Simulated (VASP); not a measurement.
Write the native input for VASP 6.6.1 that does the following.

```yaml
Task: single point
Functional: LDA
Potentials_or_basis: VASP PAW LDA potentials, release 64 (Mn_pv, O)
Cutoff: 520 eV
k_mesh: 7 × 7 × 7
Occupations: gaussian, width 0.05 eV
Spin: collinear spin, antiferromagnetic start
Starting_moments: "[4.0, -4.0, 0.0, 0.0] μB"
Supercell_matrix: "[0, 1, 1, 1, 0, 1, 1, 1, 0]"
Further_INCAR_settings: ALGO = Normal; EDIFF = 1e-07; NBANDS = 31
```

The structure of MnO lies in POSCAR:

```
MnO
1.0
   -1.4847429600      2.5716502300      2.8980711300
    2.9694859100      0.0000000000      2.8980711300
    1.4847429500      2.5716502300      0.0000000000
Mn O
2 2
Direct
    0.0000000000      0.0000000000      0.0000000000
    0.5000000000      0.5000000000      0.5000000000
    0.0833333333      0.4166666667      0.2500000000
    0.5833333333      0.9166666667      0.7500000000
```

Measurements of this composition are mostly on another form, of space group No. 225.

These files were run (other wordings do the same):

INCAR

```
PREC = Accurate
ENCUT = 520
EDIFF = 1E-7
ISMEAR = 0
SIGMA = 0.05
LREAL = False
LASPH = True
NELM = 100
ALGO = Normal
ISIF = 2
LWAVE = False
LCHARG = False
ISPIN = 2
MAGMOM = 4 -4 0 0
LORBIT = 11
LMAXMIX = 4
GGA = CA
NBANDS = 31
```

KPOINTS

```
Automatic mesh
0
Gamma
  7 7 7
```

Potentials or basis: VASP PAW LDA potentials, release 64 (Mn_pv, O).

Run with:

```console
$ cat potpaw_LDA.64/Mn_pv/POTCAR potpaw_LDA.64/O/POTCAR > POTCAR
$ mpirun -np 1 vasp_std > vasp.out
```

Results of the run:

| Item | Value |
| --- | --- |
| Pressure | -20.8 GPa |
| Largest force | 0.221 eV/Å |
| Band gap on the k mesh | none (metal or under the smearing width) |
| Net moment | 0.00 μB per cell |
| Site moments | Mn +4.10, -4.10; O +0.00 μB |
| Valence electrons inside the program's atomic spheres | Mn 11.36; O 4.91 |

Caveat: so large a pressure means that the cell lies far from this level's equilibrium, or that cutoff or potentials fall short; semilocal functionals often make such compounds metallic where correlation or magnetic order opens a gap, which also shifts bond lengths.

It took 71 s on 1 thread of Intel(R) Xeon(R) 6975P-C (Granite Rapids), with other jobs on the host, peak memory 0.24 GiB.
